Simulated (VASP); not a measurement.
# GaN (F-43m) in VASP: further runs

Runs on GaN. Level: r2SCAN. Tasks: relaxation of cell and atoms.

Program: VASP 6.6.1. These are calculated values, not measurements. Logs are shortened: lines on timing, memory, paths and dates and some standing lists are left out, and cuts for length are marked.

### 1 Starting point

It takes space group F-43m (No. 216, cubic). Conventional cell: a = 4.507 Å, b = 4.507 Å, c = 4.507 Å, α = 90.00°, β = 90.00°, γ = 90.00°. Ga (site symmetry -43m) has 4 N at 1.95 Å as nearest neighbours. N (site symmetry -43m) has 4 Ga at 1.95 Å as nearest neighbours.

The cell is a database's computed one.

### 2 Relaxation of cell and atoms, r2SCAN

INCAR reads:

```
ALGO     = Normal         # electronic algorithm
EDIFF    = 1E-6           # SCF threshold, eV
EDIFFG   = -0.01          # ionic threshold
ENCUT    = 600            # plane-wave cutoff, eV
IBRION   = 2              # ionic algorithm
ISIF     = 3              # what is computed and relaxed
ISMEAR   = 0              # smearing method
LASPH    = T              # aspherical terms in the spheres
LCHARG   = F              # write CHGCAR
LMIXTAU  = T            
LREAL    = F              # projectors in reciprocal space
LWAVE    = F              # write WAVECAR
METAGGA  = R2SCAN         # meta-GGA
NELM     = 80             # most SCF steps
NSW      = 90             # ionic steps
PREC     = Accurate       # precision mode
SIGMA    = 0.03           # smearing width, eV
```

KPOINTS reads:

```
k-points
0
Gamma
  10 10 10
```

POSCAR reads:

```
GaN
1.0
    0.0000000000      2.2535006075      2.2535006075
    2.2535006075      0.0000000000      2.2535006075
    2.2535006075      2.2535006075      0.0000000000
Ga N
1 1
Direct
    0.0000000000      0.0000000000      0.0000000000
    0.7500000000      0.7500000000      0.7500000000
```

Potentials or basis: VASP PAW PBE potentials, release 64 (Ga_d, N).

Launch:

```console
> cat potpaw_PBE.64/Ga_d/POTCAR potpaw_PBE.64/N/POTCAR > POTCAR
> mpirun -np 1 vasp_std > vasp.out
```

OUTCAR:

```text
EDIFF = 1E-6
   EDIFFG = -0.01
   ENCUT = 600
   IBRION = 2
   ISIF = 3
   ISMEAR = 0
   LASPH = T
   LREAL = F
   METAGGA = R2SCAN
   NELM = 80
   NSW = 90
   PREC = Accurate

 ion  position               nearest neighbor table
   1  0.000  0.000  0.000-   2 1.95   2 1.95   2 1.95   2 1.95
   2  0.750  0.750  0.750-   1 1.95   1 1.95   1 1.95   1 1.95

  LATTYP: Found a face centered cubic cell.
 ALAT       =     4.5070012150

  Lattice vectors:

 A1 = (   0.0000000000,   2.2535006075,   2.2535006075)
 A2 = (   2.2535006075,   0.0000000000,   2.2535006075)
 A3 = (   2.2535006075,   2.2535006075,   0.0000000000)

Analysis of symmetry for initial positions (statically):
=====================================================================
 Subroutine PRICEL returns:
 Original cell was already a primitive cell.

 Routine SETGRP: Setting up the symmetry group for a
 face centered cubic supercell.

 Subroutine GETGRP returns: Found 24 space group operations
 (whereof 24 operations were pure point group operations)
 out of a pool of 48 trial point group operations.

The static configuration has the point symmetry T_d .

Analysis of symmetry for dynamics (positions and initial velocities):
=====================================================================
 Subroutine PRICEL returns:
 Original cell was already a primitive cell.

 Routine SETGRP: Setting up the symmetry group for a
 face centered cubic supercell.

 Subroutine GETGRP returns: Found 24 space group operations
 (whereof 24 operations were pure point group operations)
 out of a pool of 48 trial point group operations.

The dynamic configuration has the point symmetry T_d .

 Subroutine INISYM returns: Found 24 space group operations
 (whereof 24 operations are pure point group operations),
 and found     1 'primitive' translations

----------------------------------------------------------------------------------------

                                     Primitive cell

  volume of cell :      22.8877

  direct lattice vectors                    reciprocal lattice vectors
     0.000000000  2.253500607  2.253500607    -0.221877020  0.221877020  0.221877020
     2.253500607  0.000000000  2.253500607     0.221877020 -0.221877020  0.221877020
     2.253500607  2.253500607  0.000000000     0.221877020  0.221877020 -0.221877020

  length of vectors
     3.186931122  3.186931122  3.186931122     0.384302272  0.384302272  0.384302272

  position of ions in fractional coordinates (direct lattice)
     0.000000000  0.000000000  0.000000000
     0.750000000  0.750000000  0.750000000

  ion indices of the primitive-cell ions
   primitive index   ion index
                 1           1
                 2           2

----------------------------------------------------------------------------------------

 KPOINTS: k-points

Automatic generation of k-mesh.
 Grid dimensions read from file:
 generate k-points for:   10   10   10

 Generating k-lattice:

  Cartesian coordinates                     Fractional coordinates (reciprocal lattice)
    -0.022187702  0.022187702  0.022187702     0.100000000  0.000000000  0.000000000
     0.022187702 -0.022187702  0.022187702     0.000000000  0.100000000  0.000000000
     0.022187702  0.022187702 -0.022187702     0.000000000  0.000000000  0.100000000

  Length of vectors
     0.038430227  0.038430227  0.038430227

  Shift w.r.t. Gamma in fractional coordinates (k-lattice)
     0.000000000  0.000000000  0.000000000

 Subroutine IBZKPT returns following result:
 ===========================================

 Found     47 irreducible k-points:

 Following reciprocal coordinates:
            Coordinates               Weight
  0.000000  0.000000  0.000000      1.000000
  0.100000  0.000000  0.000000      8.000000
  0.200000  0.000000  0.000000      8.000000
  0.300000  0.000000  0.000000      8.000000
  0.400000  0.000000  0.000000      8.000000
  0.500000  0.000000  0.000000      4.000000
[... 16 lines left out ...]
  0.300000  0.300000  0.000000      6.000000
  0.400000  0.300000  0.000000     24.000000
 [... further k-points ...]
   k-points           NKPTS =     47   k-points in BZ     NKDIM =     47   number of bands    NBANDS=     13
   number of dos      NEDOS =    301   number of ions     NIONS =      2
   total plane-waves  NPLWV =  21952
   dimension x,y,z NGX =    28 NGY =   28 NGZ =   28
   dimension x,y,z NGXF=    56 NGYF=   56 NGZF=   56
   ions per type =               1   1
   NGX,Y,Z   is equivalent  to a cutoff of  14.61, 14.61, 14.61 a.u.
   NGXF,Y,Z  is equivalent  to a cutoff of  29.21, 29.21, 29.21 a.u.
 SYSTEM =  unknown system
   PREC   = accura    normal or accurate (medium, high low for compatibility)
   ISTART =      0    job   : 0-new  1-cont  2-samecut
   ICHARG =      2    charge: 1-file 2-atom 10-const
   ISPIN  =      1    spin polarized calculation?
   LNONCOLLINEAR =      F non collinear calculations
   LSORBIT =      F    spin-orbit coupling
   LASPH  =      T    aspherical Exc in radial PAW
   ENCUT  =  600.0 eV  44.10 Ry    6.64 a.u.   6.37  6.37  6.37*2*pi/ulx,y,z
   NELM   =     80;   NELMIN=  2; NELMDL= -5     # of ELM steps
   EDIFF  = 0.1E-05   stopping-criterion for ELM
   LREAL  =      F    real-space projection
   EDIFFG = -.1E-01   stopping-criterion for IOM
   NSW    =     90    number of steps for IOM
   IBRION =      2    ionic relax: 0-MD 1-quasi-New 2-CG
   NFREE  =      1    steps in history (QN), initial steepest desc. (CG)
   ISIF   =      3    stress and relaxation
   ISYM   =      2    0-nonsym 1-usesym 2-fastsym
   POTIM  = 0.5000    time-step for ionic-motion
   TEBEG  =    0.0;   TEEND  =   0.0 temperature during run
   PSTRESS=    0.0 pullay stress
   NELECT =      18.0000    total number of electrons
   NUPDOWN=      -1.0000    fix difference up-down
   EMIN   =  10.00;   EMAX   =-10.00  energy-range for DOS
   EFERMI =   0.00;   METHOD = LEGACY
   ISMEAR =     0;   SIGMA  =   0.03  broadening in eV -4-tet -1-fermi 0-gaus
   EFERMI_NEDOS =   21; number of points for ismear=-14 and -15
   IALGO  =     38    algorithm
   IMIX   =      4    mixing-type and parameters
     AMIX     =   0.40;   BMIX     =  1.00
     AMIX_MAG =   1.60;   BMIX_MAG =  1.00
  volume/ion in A,a.u.               =      11.44        77.23
  Fermi-wavevector in a.u.,A,eV,Ry     =   1.511117  2.855596 31.068543  2.283473
  Thomas-Fermi vector in A             =   2.621216
   LORBIT       =      0    0 simple, 1 ext, 2 COOP (PROOUT), +10 PAW based schemes
   METAGGA = R2SCAN    functional components
   LHFCALC =     F    Hartree Fock is set to
   AEXX    =    0.0000 exact exchange contribution
   IVDW    =     0    specifies the selected vdW correction
   LEPSILON=     F    determine dielectric tensor
   LRPA    =     F    only Hartree local field effects (RPA)
 conjugate gradient relaxation of ions
 non-spin polarized calculation
 Gauss-broadening in eV      SIGMA  =   0.03
  energy-cutoff  :      600.00
  volume of cell :       22.89
 maximum number of plane-waves:       785
 NGX is ok and might be reduce to    28
   NGX = 13   NGY = 13   NGZ = 13

 number of electron      18.0000005 magnetization

 Free energy of the ion-electron system (eV)
  ---------------------------------------------------
  ext. energy  EPLUGINS =         0.00000000
  ---------------------------------------------------
  free energy    TOTEN  =       -21.89820078 eV

  energy without entropy =      -21.89820078  energy(sigma->0) =      -21.89820078

 E-fermi :   5.1747     XC(G=0): -12.6343

 val. band max:        5.0164897238   @ k =   0.0000   0.0000   0.0000
 cond. band min:       7.1359410760   @ k =   0.0000   0.0000   0.0000
 fundamental gap:      2.1194513522
 Fermi energy:         5.1747139434

 k-point     1 :       0.0000    0.0000    0.0000
  band No.  band energies     occupation
      1     -11.7141      2.00000
      2      -8.8156      2.00000
      3      -8.8156      2.00000
      4      -8.8156      2.00000
      5      -8.4649      2.00000
      6      -8.4649      2.00000
      7       5.0165      2.00000
      8       5.0165      2.00000
      9       5.0165      2.00000
     10       7.1359      0.00000
     11      16.0202      0.00000
     12      16.0203      0.00000
     13      16.0203      0.00000

 k-point     2 :       0.1000    0.0000    0.0000
  band No.  band energies     occupation
      1     -11.6036      2.00000
      2      -8.8014      2.00000
      3      -8.8014      2.00000
      4      -8.7751      2.00000
      5      -8.4661      2.00000
      6      -8.4661      2.00000
      7       3.9237      2.00000
      8       4.9072      2.00000
      9       4.9072      2.00000
     10       7.9891      0.00000
     11      15.5192      0.00000
     12      16.1907      0.00000
     13      16.1907      0.00000

 k-point     3 :       0.2000    0.0000    0.0000
  band No.  band energies     occupation
      1     -11.3210      2.00000
      2      -8.7681      2.00000
      3      -8.7681      2.00000
      4      -8.6132      2.00000
      5      -8.4650      2.00000
      6      -8.4650      2.00000
      7       2.0594      2.00000
      8       4.6378      2.00000
      9       4.6378      2.00000
     10       9.1269      0.00000
     11      14.7349      0.00000
     12      16.4563      0.00000
     13      16.4563      0.00000

 k-point     4 :       0.3000    0.0000    0.0000
  band No.  band energies     occupation
      1     -11.0052      2.00000
      2      -8.7371      2.00000
      3      -8.7371      2.00000
      4      -8.4521      2.00000
      5      -8.4521      2.00000
      6      -8.2364      2.00000
      7       0.1395      2.00000
      8       4.3325      2.00000
      9       4.3325      2.00000
     10       9.8577      0.00000
     11      14.3714      0.00000
     12      16.4026      0.00000
     13      16.4026      0.00000

 k-point     5 :       0.4000    0.0000    0.0000
  band No.  band energies     occupation
      1     -10.7981      2.00000
      2      -8.7221      2.00000
      3      -8.7221      2.00000
      4      -8.4306      2.00000
      5      -8.4306      2.00000
      6      -7.6694      2.00000
      7      -1.4546      2.00000
      8       4.1034      2.00000
      9       4.1034      2.00000
     10      10.1305      0.00000
     11      14.3976      0.00000
     12      16.1423      0.00000
     13      16.1424      0.00000
[... 257 lines left out ...]
 k-point    22 :      -0.2000    0.2000    0.0000
  band No.  band energies     occupation
      1     -10.9075      2.00000
      2      -8.7166      2.00000
      3      -8.7069      2.00000
      4      -8.4868      2.00000
      5      -8.4800      2.00000
      6      -8.0680      2.00000
      7       0.4639      2.00000
      8       2.6170      2.00000
      9       4.3803      2.00000
     10      11.0276      0.00000
     11      14.0219      0.00000
     12      15.1829      0.00000
     13      16.9138      0.00000

 k-point    23 :       0.3000    0.3000    0.0000
  band No.  band energies     occupation
      1     -10.8120      2.00000
      2      -8.6424      2.00000
      3      -8.6176      2.00000
      4      -8.6175      2.00000
      5      -8.4131      2.00000
      6      -8.0600      2.00000
      7       0.7528      2.00000
      8       3.0792      2.00000
      9       3.0792      2.00000
     10       9.9635      0.00000
     11      12.7095      0.00000
     12      16.9050      0.00000
     13      18.4158      0.00000

 k-point    24 :       0.4000    0.3000    0.0000
  band No.  band energies     occupation
      1     -10.6701      2.00000
      2      -8.6620      2.00000
      3      -8.5805      2.00000
      4      -8.5772      2.00000
      5      -8.4033      2.00000
      6      -7.6405      2.00000
      7      -0.1058      2.00000
      8       2.4845      2.00000
      9       2.8042      2.00000
     10       9.9360      0.00000
     11      12.7775      0.00000
     12      16.5557      0.00000
     13      18.7475      0.00000

 [... further k-points ...]
[... 5 lines left out ...]
  --------------------------------------------------------------------------------------
  -------------------------------------------------------------------------------------
  Total       -0.0058626     -0.0058626     -0.0058626      0.0000000      0.0000000     -0.0000000
  in kB       -0.4103921     -0.4103921     -0.4103921      0.0000000      0.0000000     -0.0000000
  external PRESSURE =      -0.4103921 kB  Pullay stress =       0.0000000 kB

 VOLUME and BASIS-vectors are now :
 -----------------------------------------------------------------------------
  energy-cutoff  :      600.00
  volume of cell :       22.89
      direct lattice vectors                 reciprocal lattice vectors
     0.000000000  2.253500607  2.253500607    -0.221877020  0.221877020  0.221877020
     2.253500607  0.000000000  2.253500607     0.221877020 -0.221877020  0.221877020
     2.253500607  2.253500607  0.000000000     0.221877020  0.221877020 -0.221877020

 POSITION                                       TOTAL-FORCE (eV/Angst)
 -----------------------------------------------------------------------------------
      0.00000      0.00000      0.00000         0.000000      0.000000      0.000000
      3.38025      3.38025      3.38025        -0.000000     -0.000000     -0.000000
 -----------------------------------------------------------------------------------
    total drift:                               -0.000018     -0.000018     -0.000018

  FREE ENERGIE OF THE ION-ELECTRON SYSTEM (eV)
  ---------------------------------------------------
  free  energy   TOTEN  =       -21.8982007788 eV

  energy  without entropy=      -21.8982007788  energy(sigma->0) =      -21.89820078

 reached required accuracy - stopping structural energy minimisation
```

Wall time 83 s (1 thread of Intel Xeon Platinum 8488C (Sapphire Rapids), shared host); peak memory 0.17 GiB.

What came out:

```yaml
Free_energy: -21.8982 eV
Pressure_after_relaxing: 0.0 GPa
Band_gap_on_the_k_mesh: 2.12 eV, direct
```

Final structure:
```cif
data_structure
_symmetry_space_group_name_H-M 'P 1'
_symmetry_Int_Tables_number 1
_cell_length_a 3.1869
_cell_length_b 3.1869
_cell_length_c 3.1869
_cell_angle_alpha 60.000
_cell_angle_beta 60.000
_cell_angle_gamma 60.000
_cell_volume 22.89
loop_
_atom_site_label
_atom_site_type_symbol
_atom_site_fract_x
_atom_site_fract_y
_atom_site_fract_z
_atom_site_occupancy
Ga1 Ga 0.00000 0.00000 0.00000 1
N1 N 0.75000 0.75000 0.75000 1
```

Levels at points of the mesh, in eV from the valence-band top:
| k point | band 5 | band 6 | band 7 | band 8 | band 9 | band 10 | band 11 | band 12 | band 13 |
| --- | --- | --- | --- | --- | --- | --- | --- | --- | --- |
| (0.00, 0.00, 0.00) | -13.48 | -13.48 | 0.00 | 0.00 | 0.00 | 2.12 | 11.00 | 11.00 | 11.00 |
| (0.50, 0.00, 0.00) | -13.44 | -12.35 | -7.16 | -1.00 | -1.00 | 5.16 | 9.44 | 11.00 | 11.00 |
| (0.50, 0.50, 0.00) | -13.40 | -11.97 | -6.22 | -2.78 | -2.78 | 3.77 | 7.24 | 12.58 | 14.94 |

Caveat: the relaxation stopped at its first step, so nothing moved; the PAW data sets were made with another functional, which shifts forces and pressure a little.

### 3 Relaxation of cell and atoms, r2SCAN

INCAR, as its differences from that of step 2:

```diff
@@ -1,4 +1,4 @@
 ALGO     = Normal         # electronic algorithm
-EDIFF    = 1E-6           # SCF threshold, eV
-EDIFFG   = -0.01          # ionic threshold
+EDIFF    = 1E-7           # SCF threshold, eV
+EDIFFG   = -0.005         # ionic threshold
 ENCUT    = 600            # plane-wave cutoff, eV
```

KPOINTS is that of step 2.

POSCAR reads:

```
GaN                                     
1.0
    0.0000000000      2.2535006075      2.2535006075
    2.2535006075      0.0000000000      2.2535006075
    2.2535006075      2.2535006075      0.0000000000
  Ga              N             
     1     1
Direct
     0.0000000000000000    0.0000000000000000    0.0000000000000000
     0.7500000000000000    0.7500000000000000    0.7500000000000000
```

Potentials or basis: VASP PAW PBE potentials, release 64 (Ga_d, N).

Launch:

```console
> cat potpaw_PBE.64/Ga_d/POTCAR potpaw_PBE.64/N/POTCAR > POTCAR
> mpirun -np 1 vasp_std > vasp.out
```

Wall time 1.7 min (1 thread of Intel Xeon Platinum 8488C (Sapphire Rapids), shared host); peak memory 0.17 GiB.

It converged, with:

- Free energy: -21.8982 eV
- Pressure after relaxing: 0.0 GPa
- Band gap on the k mesh: 2.12 eV, direct

Final structure:
```
Ga N
1.0
     0.00000    2.25350    2.25350
     2.25350    0.00000    2.25350
     2.25350    2.25350    0.00000
Ga N
1 1
Direct
  0.00000 0.00000 0.00000
  0.75000 0.75000 0.75000
```

Levels at points of the mesh, in eV from the valence-band top:
```
           k point  band 7  band 8  band 9  band 10  band 11  band 12
(0.00, 0.00, 0.00)    0.00    0.00    0.00     2.12    11.00    11.00
(0.50, 0.00, 0.00)   -7.16   -1.00   -1.00     5.16     9.44    11.00
(0.50, 0.50, 0.00)   -6.22   -2.78   -2.78     3.77     7.24    12.58
```

Caveat: the relaxation stopped at its first step, so nothing moved; the PAW data sets were made with another functional, which shifts forces and pressure a little.
